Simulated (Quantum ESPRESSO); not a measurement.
The system is MoP.

```xyz
2
Lattice="3.2230 0.0000 0.0000 -1.6115 2.7912 0.0000 0.0000 0.0000 3.1910" Properties=species:S:1:pos:R:3 pbc="T T T"
Mo    0.0000    0.0000    0.0000
P     0.0000    1.8608    1.5955
```

Base run:

```yaml
Program: Quantum ESPRESSO 7.5
Functional: PBEsol
Potentials_or_basis: SSSP 1.3 efficiency PBE
Cutoff: 816 eV
Density_cutoff: 5987 eV
k_mesh: 10 × 10 × 8
Occupations: fermi-dirac, width 0.05 eV
Spin: no spin polarisation
Hubbard_terms: Mo d U = 4 eV
```

Its results: band gap on the k mesh none (metal or under the smearing width); pressure -10.8 GPa.

Task: After a change of settings the same cell gave: band gap on the k mesh none (metal or under the smearing width); pressure -18.6 GPa. Which change was it?
A. hubbard terms from Mo d U = 4 eV to Mo d U = 1 eV
B. hubbard terms from Mo d U = 4 eV to none
C. hubbard terms from Mo d U = 4 eV to Mo d U = 8 eV

Result: C.

Caveats: the potentials were made for another functional, which shifts forces and pressure; U without spin polarisation on a metal has little footing; the U is typed as a test and isn't derived for this compound.
